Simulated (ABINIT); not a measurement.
A run of ABINIT 10.8.3 (patched build):

Contents of run.abi:

```
# Pseudopotentials
pp_dirpath "./"
pseudos "Fe.GGA_PBE-JTH.xml, O.GGA_PBE-JTH.xml"

# Structure
structure "poscar:POSCAR"
natom 2

# Plane-wave basis
ecut 707.496042 eV
pawecutdg 48.0

# k points
kptopt 1
ngkpt 11 11 11
nshiftk 1
shiftk 0.0 0.0 0.0

# Exchange and correlation
ixc 11

# Bands and occupations
nband 16
occopt 3
tsmear 0.05 eV

# Spin
nsppol 2
spinat
     0.0000000000     0.0000000000     3.0000000000
     0.0000000000     0.0000000000     0.0000000000

# SCF cycle
nstep 100
tolvrs 1.0e-9

# Output
iomode 3
prtwf 0
prtden 0
prteig 0
prtebands 0
```

Contents of POSCAR:

```
FeO
1.0
    0.0000000000      2.1554000000      2.1554000000
    2.1554000000      0.0000000000      2.1554000000
    2.1554000000      2.1554000000      0.0000000000
Fe O
1 1
Direct
    0.0000000000      0.0000000000      0.0000000000  Fe
    0.5000000000      0.5000000000      0.5000000000  O
```

Potentials or basis: JTH PAW PBE v2.0.

Launch:

```console
$ abinit run.abi > log 2>&1
```

Hardware: 1 thread of Arm Neoverse V1, on a shared host.

Problem. Estimate the wall time of this run.

Solution. Wall time 110 s on 1 thread of Arm Neoverse V1, with other jobs on the host, peak memory 0.15 GiB. Counts: scf iterations 22, mpi ranks 1, k points 56, bands 16, plane waves 881.
